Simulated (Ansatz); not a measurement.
The system is FeO (Wuestite).

```
Fe O
1.0
     0.00000    2.15540    2.15540
     2.15540    0.00000    2.15540
     2.15540    2.15540    0.00000
Fe O
1 1
Direct
  0.00000 0.00000 0.00000
  0.50000 0.50000 0.50000
```

| Property | Result |
| --- | --- |
| Program | Ansatz 0.2.0 |
| Task | relaxation of cell and atoms |
| Functional | HSE03 |
| Potentials or basis | Ansatz PAW |
| Cutoff | 420 eV (not typed: the program's choice for these potentials) |
| k mesh | 6 × 6 × 6 |
| Occupations | fermi-dirac, width 0.05 eV |
| Spin | collinear spin, ferromagnetic start |
| Starting moments | [3.0, 0.0] μB |

At the start: volume 10.01 Å³/atom.

Q: Where does the relaxation end?

A: It ends after 7 steps and the volume is 9.66 Å³/atom (-3.6 %); space group Fm-3m (No. 225, to 0.05 Å); moment 4.01 μB per cell.

The path:
| step | energy change (eV) | largest force (eV/Å) | volume (Å³) |
| --- | --- | --- | --- |
| 1 | 0.0000 | 0.0000 | 20.03 |
| 2 | -0.0158 | 0.0000 | 19.56 |
| 3 | -0.0188 | 0.0000 | 19.31 |
| 4 | -0.0188 | 0.0000 | 19.32 |
| 5 | -0.0158 | 0.0000 | 19.32 |
| 6 | -0.0159 | 0.0000 | 19.31 |
| 7 | -0.0159 | 0.0000 | 19.31 |

Final structure:
```
Fe O
1.0
     0.00000    2.12938    2.12938
     2.12938    0.00000    2.12938
     2.12938    2.12938    0.00000
Fe O
1 1
Cartesian
  0.0000 0.0000 0.0000
  2.1294 2.1294 2.1294
```

Caveat: the k mesh is coarse (spacing up to 0.42 Å⁻¹), so the values aren't converged, least of all with exact exchange; the magnetic or orbital state may not be the lowest; the plane-wave basis is chosen anew once the cell has moved, so the energies of steps on either side of that aren't comparable; the pressure holds a Pulay correction of +0.7 GPa for the finite cutoff; a cell with one magnetic atom can't hold antiferromagnetic order, which such compounds often take; the PAW data sets come from PBE, with cores solved anew for the run's functional, which leaves a small shift of forces and pressure.
